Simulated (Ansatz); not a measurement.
# SiC8: the cost of one run

Method: DFT PBE+D3(BJ), scalar-relativistic, plane waves, PAW, in Ansatz 0.2.0.

4 further runs of the same task are left out: 4 set aside as unsound or not needed.

### Step 1. The structure to begin with

Symmetry: R-3m, No. 166, trigonal system. Conventional cell: a = 2.465 Å, b = 2.465 Å, c = 10.075 Å, α = 90.00°, β = 90.00°, γ = 120.00°. Around C (site symmetry 3m) lie 3 C at 1.42 Å.

Structure file:

```xyz
2
Lattice="1.2325 0.7116 3.3582 -1.2325 0.7116 3.3582 0.0000 -1.4231 3.3582" Properties=species:S:1:pos:R:3 pbc="T T T"
C     0.0000    0.0000    1.6785
C     0.0000    0.0000    8.3962
```

It is the result of an earlier relaxation at this level (volume 8.84 Å³/atom; gap on the mesh: 0.65 eV).

### Step 3. Plan of the scan

Atoms count from 1 in the order of the input.

Si is moved over the surface cell at a fixed height above a rigid substrate; the origin of the map has the adsorbate above C1; the height is held at 2.50 Å.

First coordinate, position of Si9 along the first surface vector, from above C1: 6 values from 0.000 to 0.833, periodic. Second coordinate, position of Si9 along the second surface vector, from above C1: 6 values from 0.000 to 0.833, periodic.

Nothing else is relaxed. Points are written as (first, second).

The two vectors of the plane (Å): (2.466, 0.000, 0.000); (-1.233, 2.135, 0.000).

(The set-up runs are not shown.)

### Step 4. Grid point (0/6, 0/6) of the map's two axes

File input.yaml:

```yaml
crystal:
  lattice:
    - [4.9313048819, 0.0, 0.0]
    - [-2.4656524409, 4.2706353015, 0.0]
    - [0.0, 0.0, 17.4000331942]
  atoms:
    - { symbol: C, position: [0.3333333333, 0.1666666667, 0.2298865266] }
    - { symbol: C, position: [0.3333333333, 0.6666666667, 0.2298865266] }
    - { symbol: C, position: [0.8333333333, 0.1666666667, 0.2298865266] }
    - { symbol: C, position: [0.8333333333, 0.6666666667, 0.2298865266] }
    - { symbol: C, position: [0.1666666667, 0.3333333333, 0.2298846189] }
    - { symbol: C, position: [0.1666666667, 0.8333333333, 0.2298846189] }
    - { symbol: C, position: [0.6666666667, 0.3333333333, 0.2298846189] }
    - { symbol: C, position: [0.6666666667, 0.8333333333, 0.2298846189] }
    - { symbol: Si, position: [0.3333333333, 0.1666666667, 0.3735644134], spin: 2.0 }
basis:
  ecutwfc: 420
kpoints:
  mp_grid: { grid: [6, 6, 1] }
hamiltonian:
  xc: pbe
  pseudopotentials: { kind: paw, azcp: { folder: soft_1 } }
  dispersion: d3bj
scf:
  occupations: { method: gaussian, width: 0.1 }
output:
  forces: true
  eigenvalues: true
  populations: true
magnetization:
  spin_polarized: true
efield:
  axis: 3
  dipole_correction: true
  ramp_width: 0.04
```

On the command line:

```console
> ansatz run input.yaml --threads 1 --pin off --max-ram 3072MiB --backend cpu --events-out ev --progress --plain --runs-dir out
```

**Question.** How long does this run take on 1 thread of Arm Neoverse V1, shared host, and how much memory does it need?

About 25 s, with a peak of 0.53 GiB.
